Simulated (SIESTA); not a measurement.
Crystal: C.

```xyz
8
Lattice="2.5221 0.0000 0.0000 -1.2611 2.1842 0.0000 0.0000 0.0000 8.2371" Properties=species:S:1:pos:R:3 pbc="T T T"
C     1.2611    0.7281    6.9501
C     0.0000    1.4561    2.8315
C     1.2611    0.7281    5.4056
C     0.0000    1.4561    1.2870
C     0.0000    0.0000    7.4649
C     0.0000    0.0000    3.3463
C     0.0000    0.0000    4.8908
C     0.0000    0.0000    0.7722
```

This is a hexagonal form of diamond, not graphite.

Base run:

- Program: SIESTA 5.4.2
- Functional: PBE
- Potentials or basis: PseudoDojo 0.4 standard (PBE files)
- Basis: TZDP (energy shift 0.002 Ry)
- Grid cutoff: 500 Ry
- Energy shift: 0.002 Ry
- k mesh: 12 × 12 × 4
- Occupations: fermi-dirac, width 0.05 eV
- Spin: no spin polarisation

Its results: band gap on the k mesh 4.62 eV, indirect (least direct gap 5.26 eV); pressure 5.1 GPa; largest force 0.333 eV/Å.

Task: After a change of settings the same cell gave: band gap on the k mesh 4.65 eV, indirect (least direct gap 5.29 eV); pressure 12.7 GPa; largest force 0.322 eV/Å. Which change was it?
A. basis from TZDP (energy shift 0.002 Ry) to DZ (energy shift 0.002 Ry)
B. basis from TZDP (energy shift 0.002 Ry) to SZ (energy shift 0.002 Ry)
C. functional from PBE to RPBE; basis from TZDP (energy shift 0.002 Ry) to DZP (energy shift 0.002 Ry)
D. basis from TZDP (energy shift 0.002 Ry) to TZDP (energy shift 0.01 Ry); energy shift from 0.002 Ry to 0.01 Ry

Result: C.

Caveats: the basis of atomic orbitals isn't converged, which shifts pressures, moduli and gaps; the potentials were made for another functional, which shifts forces and pressure (some runs).
